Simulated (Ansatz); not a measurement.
# MoS2: the cost of one run

Program: Ansatz 0.2.0. Level of theory: DFT PBE, scalar-relativistic, plane waves, PAW. These are calculated values, not measurements.

The COD entry's cell or inner coordinates are ideal or old and differ from later refinements, so a difference from it is no clean test against experiment.

## Step 1: The structure to begin with

The structure is trigonal, space group R-3m (No. 166). Conventional cell: a = 3.171 Å, b = 3.171 Å, c = 18.345 Å, α = 90.00°, β = 90.00°, γ = 120.00°. Mo (site symmetry -3m) is surrounded by 6 S at 2.39 Å. S (site symmetry 3m) has 3 Mo at 2.39 Å as nearest neighbours.

Structure file:

```cif
data_structure
_symmetry_space_group_name_H-M 'R-3m:H'
_symmetry_Int_Tables_number 166
_cell_length_a 3.1710
_cell_length_b 3.1710
_cell_length_c 18.3450
_cell_angle_alpha 90.000
_cell_angle_beta 90.000
_cell_angle_gamma 120.000
_cell_volume 159.75
loop_
_atom_site_label
_atom_site_type_symbol
_atom_site_symmetry_multiplicity
_atom_site_Wyckoff_symbol
_atom_site_fract_x
_atom_site_fract_y
_atom_site_fract_z
_atom_site_occupancy
Mo1 Mo 3 a 0.00000 0.00000 0.00000 1
S1 S 6 c 0.00000 0.00000 0.75000 1
```

The runs take a perfect supercell of 48 atoms; the defect goes to fractional position (0.281, 0.094, 0.125).

## Step 2: The perfect supercell

Input file input.yaml:

```yaml
crystal:
  lattice:
    - [6.342, 0.0, 1.0e-06]
    - [0.0, 10.984667, 0.0]
    - [-1.5855, -0.915389, 12.229993]
  atoms:
    - { symbol: Mo, position: [0.0, 0.0, 0.0] }
    - { symbol: Mo, position: [0.5, 0.0, 0.0] }
    - { symbol: Mo, position: [0.25, 0.25, 0.0] }
    - { symbol: Mo, position: [0.375, 0.125, 0.5] }
    - { symbol: Mo, position: [0.75, 0.25, 0.0] }
    - { symbol: Mo, position: [0.875, 0.125, 0.5] }
    - { symbol: Mo, position: [0.5, 0.5, 0.0] }
    - { symbol: Mo, position: [0.625, 0.375, 0.5] }
    - { symbol: Mo, position: [0.0, 0.5, 0.0] }
    - { symbol: Mo, position: [0.125, 0.375, 0.5] }
    - { symbol: Mo, position: [0.75, 0.75, 0.0] }
    - { symbol: Mo, position: [0.875, 0.625, 0.5] }
    - { symbol: Mo, position: [0.25, 0.75, 0.0] }
    - { symbol: Mo, position: [0.375, 0.625, 0.5] }
    - { symbol: Mo, position: [0.125, 0.875, 0.5] }
    - { symbol: Mo, position: [0.625, 0.875, 0.5] }
    - { symbol: S, position: [0.28125, 0.09375, 0.125] }
    - { symbol: S, position: [0.78125, 0.09375, 0.125] }
    - { symbol: S, position: [0.53125, 0.34375, 0.125] }
    - { symbol: S, position: [0.65625, 0.21875, 0.625] }
    - { symbol: S, position: [0.03125, 0.34375, 0.125] }
    - { symbol: S, position: [0.15625, 0.21875, 0.625] }
    - { symbol: S, position: [0.78125, 0.59375, 0.125] }
    - { symbol: S, position: [0.90625, 0.46875, 0.625] }
    - { symbol: S, position: [0.28125, 0.59375, 0.125] }
    - { symbol: S, position: [0.40625, 0.46875, 0.625] }
    - { symbol: S, position: [0.03125, 0.84375, 0.125] }
    - { symbol: S, position: [0.15625, 0.71875, 0.625] }
    - { symbol: S, position: [0.53125, 0.84375, 0.125] }
    - { symbol: S, position: [0.65625, 0.71875, 0.625] }
    - { symbol: S, position: [0.40625, 0.96875, 0.625] }
    - { symbol: S, position: [0.90625, 0.96875, 0.625] }
    - { symbol: S, position: [0.09375, 0.03125, 0.375] }
    - { symbol: S, position: [0.59375, 0.03125, 0.375] }
    - { symbol: S, position: [0.34375, 0.28125, 0.375] }
    - { symbol: S, position: [0.46875, 0.15625, 0.875] }
    - { symbol: S, position: [0.84375, 0.28125, 0.375] }
    - { symbol: S, position: [0.96875, 0.15625, 0.875] }
    - { symbol: S, position: [0.59375, 0.53125, 0.375] }
    - { symbol: S, position: [0.71875, 0.40625, 0.875] }
    - { symbol: S, position: [0.09375, 0.53125, 0.375] }
    - { symbol: S, position: [0.21875, 0.40625, 0.875] }
    - { symbol: S, position: [0.84375, 0.78125, 0.375] }
    - { symbol: S, position: [0.96875, 0.65625, 0.875] }
    - { symbol: S, position: [0.34375, 0.78125, 0.375] }
    - { symbol: S, position: [0.46875, 0.65625, 0.875] }
    - { symbol: S, position: [0.21875, 0.90625, 0.875] }
    - { symbol: S, position: [0.71875, 0.90625, 0.875] }
basis:
  ecutwfc: 420
  fft_grid_basis: typed
kpoints:
  mp_grid: { grid: [2, 1, 1] }
hamiltonian:
  xc: pbe
  pseudopotentials: { kind: paw }
scf:
  occupations: { method: gaussian, width: 0.05 }
output:
  forces: true
  stress: false
  eigenvalues: true
  bader: false
  write_density: true
  volumetric_format: npy
```

Launch:

```bash
$ ansatz run input.yaml --threads 4 --pin off --max-ram 10240MiB --backend cpu --events-out ev --progress --plain --runs-dir out
```

What time and memory should one allow on 4 threads of Arm Neoverse N1, shared host?

About 17 s, with a peak of 2.3 GiB.
